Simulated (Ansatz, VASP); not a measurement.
**One calculation of Tl, two programs**

```xyz
1
Lattice="2.7425 0.0000 0.0000 0.0000 2.7425 0.0000 0.0000 0.0000 2.7425" Properties=species:S:1:pos:R:3 pbc="T T T"
Tl    0.0000    0.0000    0.0000
```

Change from the starting cell: volume scaled by 0.6, norm-conserving files.

Alike in both runs: task single point; functional PBE; k mesh 12 × 12 × 12; occupations fermi-dirac, width 0.08 eV; no spin polarisation.

```csv
,VASP,Ansatz
version,VASP 6.6.1,Ansatz 0.2.0
potentials or method,"VASP PAW PBE potentials, release 64 (Tl_d)","norm-conserving pseudopotentials, scalar-relativistic"
plane-wave cutoff (eV),520,820
valence electrons in the cell,13,13
```

Ansatz gave:

| Quantity | Value |
| --- | --- |
| pressure (GPa) | 44.8 |

Problem. Estimate VASP's values.

Solution. Pressure (GPa): 44.5.

Caveats: so large a pressure means that the cell lies far from this level's equilibrium, or that cutoff or potentials fall short (VASP). The runs have no spin-orbit coupling, so splittings on Tl are missing.
